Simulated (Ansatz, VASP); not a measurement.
Two plane-wave programs on SiC

INCAR

```
PREC     = Accurate       # precision mode
ENCUT    = 520            # plane-wave cutoff, eV
EDIFF    = 1E-6           # SCF threshold, eV
ISMEAR   = 0              # smearing method
SIGMA    = 0.05           # smearing width, eV
LREAL    = False          # projectors in reciprocal space
LASPH    = True           # aspherical terms in the spheres
NELM     = 80             # most SCF steps
ALGO     = Normal         # electronic algorithm
ISIF     = 2              # what is computed and relaxed
LWAVE    = False          # write WAVECAR
LCHARG   = False          # write CHGCAR
GGA      = PE             # functional
NBANDS   = 16             # bands
```

KPOINTS

```
Automatic mesh
0
Gamma
  12 12 6
```

Contents of POSCAR:

```
SiC
1.0
    3.2641089536      0.0000000000      0.0000000000
   -1.6320544768      2.8268012745      0.0000000000
    0.0000000000      0.0000000000      4.5527758042
Si C
2 2
Direct
    0.3333333333      0.6666666667      0.0045636718
    0.6666666667      0.3333333333      0.5045636718
    0.3333333333      0.6666666667      0.3804363282
    0.6666666667      0.3333333333      0.8804363282
```

Input for Ansatz:

```yaml
crystal:
  lattice:
    - [3.2641089536, 0.0, 0.0]
    - [-1.6320544768, 2.8268012745, 0.0]
    - [0.0, 0.0, 4.5527758042]
  atoms:
    - { symbol: Si, position: [0.3333333333, 0.6666666667, 0.0045636718] }
    - { symbol: Si, position: [0.6666666667, 0.3333333333, 0.5045636718] }
    - { symbol: C, position: [0.3333333333, 0.6666666667, 0.3804363282] }
    - { symbol: C, position: [0.6666666667, 0.3333333333, 0.8804363282] }
basis:
  ecutwfc: 420
kpoints:
  mp_grid: { grid: [12, 12, 6] }
hamiltonian:
  xc: pbe
scf:
  occupations: { method: gaussian, width: 0.05 }
output:
  forces: true
  stress: true
  eigenvalues: true
```

Alike in both runs: task single point; functional PBE; k mesh 12 × 12 × 6; occupations gaussian, width 0.05 eV; no spin polarisation.

|  | VASP | Ansatz |
| --- | --- | --- |
| version | VASP 6.6.1 | Ansatz 0.2.0 |
| potentials or method | VASP PAW PBE potentials, release 64 (Si, C) | scalar-relativistic, plane waves, PAW |
| plane-wave cutoff (eV) | 520 | 420 |
| valence electrons in the cell | 16 | 16 |

Ansatz gave:

* gap on the k mesh at the Fermi level (eV): 1.47
* least direct gap on the mesh (eV): 2.15
* pressure (GPa): 7.6
* largest component of the traceless stress (GPa): 65.03
* rms of the force components (eV/Å): 1.774

Estimate VASP's values.

gap on the k mesh at the Fermi level (eV): 1.45; least direct gap on the mesh (eV): 2.14; pressure (GPa): 7.5; largest component of the traceless stress (GPa): 65.26; rms of the force components (eV/Å): 1.773.

Atom by atom the forces differ by 0.001 eV/Å (rms over components).

Caveats: forces of over 1 eV/Å show positions far from the minimum, so gaps and moduli don't describe the material at rest. A k mesh can miss the band edges.
